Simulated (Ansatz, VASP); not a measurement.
**Two plane-wave programs on N**

```
N
1.0
     2.56416    0.00000    0.00000
    -1.28208    2.22063    0.00000
     0.00000    0.00000    2.44070
N
2
Direct
  0.66667 0.33333 0.25000
  0.33333 0.66667 0.75000
```

The real solid is made of molecules; this cell is a model form.

Alike in both runs: functional r2SCAN; k mesh 18 × 18 × 18; occupations gaussian, width 0.1 eV; no spin polarisation.

Ansatz relaxed the structure, and its values are those at the end. VASP's run is a single point on that final structure, the one shown.

```csv
,VASP,Ansatz
version,VASP 6.6.1,Ansatz 0.2.0
potentials or method,"VASP PAW PBE potentials, release 64 (N)","scalar-relativistic, plane waves, PAW"
plane-wave cutoff (eV),520,500
valence electrons in the cell,10,10
```

Ansatz gave:

- gap on the k mesh at the Fermi level (eV): none
- pressure (GPa): 0.0

Problem. Which values does VASP return?

Solution. gap on the k mesh at the Fermi level (eV): none; pressure (GPa): -0.1.

A gap of «none» marks a metal or a gap that the smearing closes.

Caveats: the PAW data sets were made with another functional, which shifts forces and pressure a little (VASP).
